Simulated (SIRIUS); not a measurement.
# W in SIRIUS: convergence with smearing width

The system is W.

```xyz
1
Lattice="0.0000 2.0300 2.0300 2.0300 0.0000 2.0300 2.0300 2.0300 0.0000" Properties=species:S:1:pos:R:3 pbc="T T T"
W     0.0000    0.0000    0.0000
```

This isn't the form of W at room conditions, which is bcc.

| Item | Value |
| --- | --- |
| Program | SIRIUS 7.12.0 |
| Task | convergence study |
| Functional | PBEsol |
| Potentials or basis | all-electron FP-LAPW |
| Cutoff | 164 eV |
| Basis | apw+lo standard |
| k mesh | 11 × 11 × 11 |
| Occupations | fermi-dirac, width 0.3 eV |
| Spin | no spin polarisation |

These are the settings of the first run; the series varies smearing width, with any setting tied to it.

Hardware: 1 thread of Intel(R) Xeon(R) 6975P-C (Granite Rapids), on a shared host.

```tsv
smearing width	energy less the tightest run, at zero smearing (meV/atom)	SCF cycles	CPU time (s)	peak memory (GiB)
0.3 eV	-0.81	7	30	0.34
0.2 eV	0.90	7	30	0.34
0.1 eV	1.09	7	33	0.34
0.05 eV	0.59	7	29	0.34
0.025 eV	0.17	7	33	0.34
0.01 eV	0.00	7	31	0.34
```

Against the tightest run, the energy stays within 1 meV/atom from 0.05 eV on. Narrower smearing needs a denser k mesh, so at a fixed mesh the narrowest width isn't the most accurate. The tightest run that finished is the yardstick and may itself not be fully converged.

The run has no spin-orbit coupling, so splittings on W are missing.
